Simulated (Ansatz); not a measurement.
# Where the states of SiO₂ lie

```
CELL_PARAMETERS angstrom
4.18010 0.00000 0.00000
0.00000 4.18010 0.00000
0.00000 0.00000 2.66780
ATOMIC_POSITIONS crystal
Si 0.00000 0.00000 0.00000
Si 0.50000 0.50000 0.50000
O 0.30670 0.30670 0.00000
O 0.19330 0.80670 0.50000
O 0.69330 0.69330 0.00000
O 0.80670 0.19330 0.50000
```

The cell comes from COD entry 9001276, which wasn't checked; take it as a given geometry.

Method: Ansatz 0.2.0, DFT, PBE, all-electron LAPW, scalar-relativistic.

Settings: a Γ-centred 6×6×9 k mesh, Fermi–Dirac smearing of 0.03 eV, basis error target 1 meV/atom, no spin polarisation.

Question: Which of the resolved shells contributes most in the top eV of the valence band?

Answer: O 2p, with 98 % of all states there; Si 3p follows with 1 %.

Question: Tabulate the density of states.

Answer: States per eV and cell, averaged over 0.6 eV, from -10.0 to 0.0 eV, with energies (bin centres) from the valence-band top; empty bins are left out. The partial columns, the largest 4 alone, are projections on Löwdin-orthogonalised atomic shells (those that the program's projection atoms carry: the occupied ones and, for some elements, an empty d or f shell; other empty shells have no column), summed over atoms of an element. Weights on diffuse s and p shells depend on that basis and aren't pure angular character.
```tsv
E (eV)	total	O 2p	Si 3p	Si 3s	O 2s
-9.8	1.76	1.16	0.11	0.39	0.08
-9.2	1.58	1.06	0.14	0.27	0.09
-8.6	1.23	0.86	0.15	0.14	0.07
-8.0	1.77	1.28	0.32	0.08	0.08
-7.4	1.85	1.36	0.32	0.07	0.08
-6.8	2.03	1.52	0.34	0.07	0.07
-6.2	2.81	2.15	0.44	0.07	0.11
-5.6	2.69	2.15	0.36	0.05	0.09
-5.0	2.30	1.90	0.27	0.03	0.07
-4.4	2.87	2.48	0.25	0.02	0.07
-3.8	3.97	3.63	0.18	0.02	0.06
-3.2	3.01	2.83	0.07	0.01	0.03
-2.6	2.79	2.64	0.05	0.01	0.03
-2.0	3.40	3.27	0.03	0.01	0.02
-1.4	3.82	3.72	0.02	0.00	0.02
-0.8	1.07	1.04	0.01	0.00	0.01
-0.2	0.18	0.18	0.00	0.00	0.00
```
